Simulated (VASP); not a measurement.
A run of VASP 6.6.1 is set up as follows.

The input INCAR:

```
SYSTEM = Ti
PREC = Accurate
ENCUT = 520
EDIFF = 1E-6
ISMEAR = 0
SIGMA = 0.1
LREAL = .False.
LASPH = .True.
NELM = 100
ALGO = Fast
ISIF = 2
LWAVE = .False.
LCHARG = .True.
GGA = PS
LELF = .True.
LVHAR = .True.
NBANDS = 12
```

The input KPOINTS:

```
Automatic mesh
0
Gamma
  18 18 18
  0 0 0
```

File POSCAR:

```
Ti
1.0
   -1.7074276800      1.7074276800      1.7074276800
    1.5761476800     -1.5761476800      1.4448676800
    1.5761476800      1.4448676800     -1.5761476800
Ti
1
Direct
    0.0000000000      0.0000000000      0.0000000000
```

Potentials or basis: VASP PAW PBE potentials, release 64 (Ti_sv).

Launch:

```sh
$ cat potpaw_PBE.64/Ti_sv/POTCAR > POTCAR
$ mpirun -np 1 vasp_std > vasp.out
```

(1) Predict the pressure.

(2) Predict the band gap on the k mesh.

## Answers

(1) 6.8 GPa.

(2) none (metal or under the smearing width).

Caveat: the PAW data sets were made with another functional, which shifts forces and pressure a little.
